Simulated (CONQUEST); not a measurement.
## CsBr under changes of volume

One of the cells (40.468 Å³/atom); the others are scaled copies at fixed shape and fractional positions:

```
Cs Br
1.0
     4.32562    0.00000    0.00000
     0.00000    4.32562    0.00000
     0.00000    0.00000    4.32562
Cs Br
1 1
Direct
  0.00000 0.00000 0.00000
  0.50000 0.50000 0.50000
```

The cell comes from a database or a generator and needn't be the stable form of this composition.

- Program: CONQUEST 1.3
- Functional: PBEsol
- Potentials or basis: PseudoDojo NC PBEsol, DZP, grid of 48 × 48 × 48 points
- k mesh: 6 × 6 × 6
- Occupations: fermi-dirac, width 0.05 eV
- Spin: no spin polarisation

```csv
volume (Å³/atom),energy over the lowest point (meV/atom),pressure (GPa),gap on the mesh (eV)
38.040,0.00,0.0,4.50
38.850,1.22,-0.4,4.42
39.659,4.01,-0.7,4.34
40.468,8.15,-0.9,4.27
41.278,?,?,?
42.087,19.71,-1.3,4.12
42.896,26.91,-1.5,4.06
```

**Question.** What does the run at 41.278 Å³/atom give?

**Answer.** Energy over the lowest point 13.44 meV/atom; pressure -1.2 GPa; gap on the mesh 4.19 eV.

Worked out: A Birch-Murnaghan fit of order 3 (a polynomial in V^(-2/3)) to the other rows has its minimum at 37.86 Å³/atom, just outside them, with B0 = V·E''(V) = 16.9 GPa and B' = 5.5. It gives 13.43 meV/atom at 41.278 Å³/atom, against the run's 13.44, and -dE/dV = -1.2 GPa, against -1.2. A straight line through the other rows of the gap, of slope -3.68 eV per unit of ln V, gives 4.20 eV, against the run's 4.19.

Energies are extrapolated to zero smearing.

Caveats: spin-orbit coupling is left out, which moves the levels of the heavy elements; the basis of atomic orbitals isn't converged, which shifts pressures, moduli and gaps.

A mesh can miss the band edges.
